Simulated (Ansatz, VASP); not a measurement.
## Two plane-wave programs on Ga

The input INCAR:

```
PREC = Accurate ; ENCUT = 600
EDIFF = 1E-6 ; ISMEAR = 0
SIGMA = 0.1 ; LREAL = F
LASPH = T ; NELM = 100
ALGO = Normal ; ISIF = 3
LWAVE = F ; LCHARG = F
GGA = PE ; IBRION = 2
NSW = 90 ; EDIFFG = -0.04
```

File KPOINTS:

```
Automatic mesh
0
Gamma
  6 6 4
```

File POSCAR:

```
Ga
1.0
    4.4955674772      0.0000000000      0.0000000000
   -2.2477837386      3.8932756397      0.0000000000
    0.0000000000      0.0000000000      5.1657160173
Ga
4
Direct
    0.0000000000      0.0000000000      0.2500000000
    0.0000000000      0.0000000000      0.7500000000
    0.3333333333      0.6666666667      0.7500000000
    0.6666666667      0.3333333333      0.2500000000
```

Input for Ansatz:

```yaml
crystal:
  lattice:
    - [4.4955674772, 0.0, 0.0]
    - [-2.2477837386, 3.8932756397, 0.0]
    - [0.0, 0.0, 5.1657160173]
  atoms:
    - { symbol: Ga, position: [0.0, 0.0, 0.25] }
    - { symbol: Ga, position: [0.0, 0.0, 0.75] }
    - { symbol: Ga, position: [0.3333333333, 0.6666666667, 0.75] }
    - { symbol: Ga, position: [0.6666666667, 0.3333333333, 0.25] }
basis:
  ecutwfc: 420
kpoints:
  mp_grid: { grid: [6, 6, 4] }
hamiltonian:
  xc: pbe
scf:
  occupations: { method: gaussian, width: 0.1 }
  lower_state_search: "off"
output:
  forces: true
  stress: true
  eigenvalues: true
relax:
  adjacent_minimum: "off"
  f_tol: 0.04
  max_steps: 70
  cell: { stress_tol: 0.4 }
```

Alike in both runs: task relaxation of cell and atoms; functional PBE; k mesh 6 × 6 × 4; occupations gaussian, width 0.1 eV; no spin polarisation.

|  | VASP | Ansatz |
| --- | --- | --- |
| version | VASP 6.6.1 | Ansatz 0.2.0 |
| potentials or method | VASP PAW PBE potentials, release 64 (Ga_d) | scalar-relativistic, plane waves, PAW |
| plane-wave cutoff (eV) | 600 | 420 |
| valence electrons in the cell | 52 | 52 |

VASP gave:

* gap on the k mesh at the Fermi level, each at its own relaxed structure (eV): none
* relaxed volume (Å³/atom): 22.72
* relaxed cell length with the largest relative difference (Å): 5.283
* energy change over the relaxation (meV/atom): -4

Problem. Which values does Ansatz return?

Solution. gap on the k mesh at the Fermi level, each at its own relaxed structure (eV): none; relaxed volume (Å³/atom): 22.77; relaxed cell length with the largest relative difference (Å): 5.297; energy change over the relaxation (meV/atom): -5.

A gap of «none» marks a metal or a gap that the smearing closes.
